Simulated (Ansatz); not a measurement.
## Response of Si2Mo to small distortions

```xyz
3
Lattice="-1.6000 1.6000 3.9305 1.6000 -1.6000 3.9305 1.6000 1.6000 -3.9305" Properties=species:S:1:pos:R:3 pbc="T T T"
Si    0.0000    0.0000    2.6177
Si    0.0000    0.0000    5.2433
Mo    0.0000    0.0000    0.0000
```

Atoms are numbered in the order listed.

The conventional cell has a = 3.200 Å, b = 3.200 Å, c = 7.861 Å, α = 90.00°, β = 90.00°, γ = 90.00°. Si (atom 1) is surrounded by 5 Si at 2.61 to 2.63 Å and 5 Mo at 2.62 Å. Mo (atom 3) has 10 Si at 2.62 Å as nearest neighbours.

The cell comes from COD entry 1010282, which wasn't checked; take it as a given geometry. It is an old determination, and later ones may differ.

The calculation used DFT, PBEsol, PAW with Ansatz's default frozen-core files, scalar-relativistic (Ansatz 0.2.0).

Sampling and basis: a Γ-centred 12×12×16 k mesh, Fermi–Dirac smearing of 0.03 eV, cutoff 420 eV, no spin polarisation; the PAW files were made with PBE, and the program remakes their frozen cores for this functional; this mesh doesn't keep the crystal's whole symmetry, which leaves small spurious terms.

The unchanged cell is at -2.75 GPa.

In a metal, stresses and small energies carry noise from the k mesh.

x, y and z are the Cartesian axes of the cell as listed; fractional coordinates follow a strain, and an engineering shear is twice the off-diagonal strain component.

(1) One change gave: energy change +2.5 meV/atom; stress change (xx, yy, zz, yz, xz, xy) 0.09, 0.09, 0.05, 2.06, 2.06, 1.97 GPa, compression positive; change of the force on Si1 (-0.011, -0.011, -0.001) eV/Å. Which change was it?
A. equal xy, yz and zx engineering shear strains of -3 %
B. equal xy, yz and zx engineering shear strains of -2 %
C. equal xy, yz and zx engineering shear strains of -1 %
D. equal xy, yz and zx engineering shear strains of +2 %
E. equal xy, yz and zx engineering shear strains of +3 %
F. equal xy, yz and zx engineering shear strains of +1 %

## Answers

(1) C. For equal xy, yz and zx engineering shear strains of -3 %: energy change +23.5 meV/atom; stress change (xx, yy, zz, yz, xz, xy) 0.77, 0.77, 0.54, 6.43, 6.43, 6.15 GPa, compression positive; change of the force on Si1 (-0.049, -0.049, -0.016) eV/Å. For equal xy, yz and zx engineering shear strains of +2 %: energy change +9.6 meV/atom; stress change (xx, yy, zz, yz, xz, xy) 0.31, 0.31, 0.23, -3.86, -3.86, -3.71 GPa, compression positive; change of the force on Si2 (-0.009, -0.009, 0.010) eV/Å. For equal xy, yz and zx engineering shear strains of -2 %: energy change +10.3 meV/atom; stress change (xx, yy, zz, yz, xz, xy) 0.34, 0.34, 0.23, 4.20, 4.20, 4.02 GPa, compression positive; change of the force on Si1 (-0.027, -0.027, -0.006) eV/Å. For equal xy, yz and zx engineering shear strains of +1 %: energy change +2.4 meV/atom; stress change (xx, yy, zz, yz, xz, xy) 0.08, 0.08, 0.06, -1.98, -1.98, -1.90 GPa, compression positive. For equal xy, yz and zx engineering shear strains of +3 %: energy change +21.2 meV/atom; stress change (xx, yy, zz, yz, xz, xy) 0.69, 0.69, 0.51, -5.66, -5.66, -5.42 GPa, compression positive; change of the force on Si1 (0.007, 0.007, -0.019) eV/Å.
